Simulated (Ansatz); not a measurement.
## KI: do energies and stresses tell the same story?

These are results of DFT PBE, scalar-relativistic, plane waves, PAW in Ansatz, not measurements.

Settings: cutoff 420 eV, Γ-centred mesh 6×6×6 on the computed 2-atom cell, Gaussian smearing of 0.02 eV; no spin polarisation.

Relaxed cell: Fm-3m, a = 7.176 Å, b = 7.176 Å, c = 7.176 Å, α = 90.00°, β = 90.00°, γ = 90.00°, 2 atoms in the primitive cell.

Energies at zero smearing and pressures from the stress tensor, at volumes with shape and atoms relaxed:
```csv
V (Å³/atom),E − E(first) (meV/atom),P (GPa)
43.426,0.00,0.795
44.812,-5.02,0.377
46.198,-6.73,0.026
47.584,-5.64,-0.269
48.970,-2.21,-0.517
```

Q: Check P = −dE/dV between neighbouring volumes, and get the bulk modulus from the pressures alone.

A: With 1 eV/Å³ = 160.2 GPa:
```
middle V (Å³/atom)  −ΔE/ΔV (GPa) mean P (GPa)
            44.119         0.581         0.586
            45.505         0.197         0.202
            46.891        -0.126        -0.121
            48.277        -0.396        -0.393
```

The two differ by 0.006 GPa at most. The mean of two end pressures misses the average over a step by about ΔV² P″/12, up to 0.006 GPa here; with that taken off 0.000 GPa remains. Around V = 46.198 Å³/atom, the two neighbours give B = −V ΔP/ΔV = 46.198 × 0.646 / 2.772 = 10.8 GPa, against B0 = 10.6 GPa from the Birch–Murnaghan fit of the energies.